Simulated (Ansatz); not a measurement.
Recipe of this trial structure of BN: 4-connected net, two elements alternating (P4_322, No. 95). The dimensions are guesses.

```
B N
1.0
     2.70410    0.00000    0.00000
     0.00000    2.70410    0.00000
     0.00000    0.00000    5.39336
B N
4 4
Direct
  0.11138 0.50000 0.25000
  0.50000 0.88862 0.50000
  0.50000 0.11138 0.00000
  0.88862 0.50000 0.75000
  0.00000 0.61138 0.50000
  0.38862 0.00000 0.25000
  0.61138 0.00000 0.75000
  0.00000 0.38862 0.00000
```

The calculation used Ansatz, DFT PBE, scalar-relativistic, plane waves, PAW. Cutoff 420 eV, Gaussian smearing, Γ-centred meshes. Cell and atoms relax first on a coarse mesh and then on a converged one. In between, the cell is made exact in the group found at 0.06 Å. The steps can't lower the symmetry of their start. No spin polarisation.

A guess keeps its type if space group and coordination stay and the shape of the cell changes little (axis ratios within about 15 %, angles within 6°); the volume may change.

Task: Does this structure survive the relaxation?

Result: It keeps its type. The symmetry stays P4_322 (No. 95). The volume per atom grows by 31.8 %, from 4.9 to 6.5 Å³. The shortest distance goes from 1.41 Å (B–N) to 1.52 Å (B–N). The ratio c/a of the conventional cell changes by a factor of 0.95. Counting neighbours within 15 % of an atom's shortest distance, the start has B 4, N 4 and the end B 4, N 4.

The last run used a 12×12×6 mesh (in the run's order of axes) for its 8-atom cell and Gaussian smearing of 0.01 eV. A structure relaxed within its symmetry needn't be a true minimum.
